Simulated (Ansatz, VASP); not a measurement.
# MgO: VASP beside Ansatz

The input INCAR:

```
SYSTEM = MgO
  ALGO = Normal
  EDIFF = 1E-8
  ENCUT = 520
  GGA = PE
  ISIF = 2
  ISMEAR = -1
  LASPH = .True.
  LCHARG = .False.
  LEFG = .True.
  LREAL = .False.
  LWAVE = .False.
  NBANDS = 11
  NELM = 60
  PREC = Accurate
  SIGMA = 0.01
```

File KPOINTS:

```
k-points
0
Gamma
  10 10 10
  0 0 0
```

POSCAR

```
MgO
1.0
    0.0000000000      2.0989540244      2.0989540244
    2.0989540244      0.0000000000      2.0989540244
    2.0989540244      2.0989540244      0.0000000000
Mg O
1 1
Direct
    0.0000000000      0.0000000000      0.0000000000
    0.5000000000      0.5000000000      0.5000000000
```

Input for Ansatz:

```yaml
crystal:
  lattice:
    - [0.0, 2.0989540244, 2.0989540244]
    - [2.0989540244, 0.0, 2.0989540244]
    - [2.0989540244, 2.0989540244, 0.0]
  atoms:
    - { symbol: Mg, position: [0.0, 0.0, 0.0] }
    - { symbol: O, position: [0.5, 0.5, 0.5] }
kpoints:
  mp_grid: { grid: [10, 10, 10] }
scf:
  occupations: { method: fermi_dirac, width: 0.01 }
hamiltonian:
  xc: pbe
  pseudopotentials: { kind: paw }
output:
  forces: true
  stress: true
  eigenvalues: true
  efg: { contact_densities: true }
```

Change from the starting cell: volume scaled by 0.95, PAW files.

Alike in both runs: task electric field gradients; functional PBE; k mesh 10 × 10 × 10; occupations fermi-dirac, width 0.01 eV; no spin polarisation.

|  | VASP | Ansatz |
| --- | --- | --- |
| version | VASP 6.6.1 | Ansatz 0.2.0 |
| potentials or method | VASP PAW PBE potentials, release 64 (Mg, O) | PAW with Ansatz's default frozen-core files, scalar-relativistic |
| plane-wave cutoff (eV) | 520 | 420 |
| valence electrons in the cell | 8 | 16 |

```tsv
	VASP	Ansatz	Ansatz less VASP
gap on the k mesh at the Fermi level (eV)	4.83	4.84	+0.016
pressure (GPa)	5.7	6.4	+0.72
Vzz of the field gradient on the site that differs most (V/Å²)	0.0	0.0	0.00
```

With one functional, cell and mesh, what is left measures potentials, basis and numerics. The two sets of potentials don't hold the same shells in valence.
